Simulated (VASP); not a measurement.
Data:

```yaml
crystal:
  lattice:
    - [0.00000, 3.10234, 3.10234]
    - [3.10234, 0.00000, 3.10234]
    - [3.10234, 3.10234, 0.00000]
  atoms:
    - { symbol: Al, position: [0.00000, 0.00000, 0.00000] }
    - { symbol: Sb, position: [0.25000, 0.25000, 0.25000] }
```

Computed with rev-vdW-DF2, VASP's PBE PAW potentials (set 64) (plane waves; VASP). Settings: 520 eV cut-off, Gaussian smearing of 0.050 eV, potentials Al Sb.

Unless said otherwise, spin-orbit coupling is left out, though it shifts the bands of the heavy elements here.

Q: Give the energies of bands 2 to 7 at the high-symmetry points, in eV from the valence-band maximum.

A: 
| band | Γ | X | U | L | W |
|---|---|---|---|---|---|
| 2 | 0.00 | -5.39 | -5.20 | -5.29 | -5.18 |
| 3 | 0.00 | -2.12 | -3.14 | -0.88 | -2.94 |
| 4 | 0.00 | -2.12 | -1.78 | -0.88 | -2.64 |
| 5 | 1.32 | 1.25 | 1.69 | 1.24 | 3.92 |
| 6 | 3.10 | 1.43 | 4.01 | 3.73 | 4.31 |
| 7 | 3.10 | 8.56 | 6.71 | 3.73 | 4.49 |

The gap is indirect, 1.22 eV, from the valence maximum at Γ to the conduction minimum at Γ-X at 0.86.

Measured: gap 1.73 eV (computed value off by -0.51 eV), as given by Anna Miglio et al., npj Computational Materials (2020), arXiv:2011.12765 [zero-point renormalisation of 35 meV (experimental, the table's column) added back].

The compound is AlSb in the zinc blende structure. It was relaxed first.
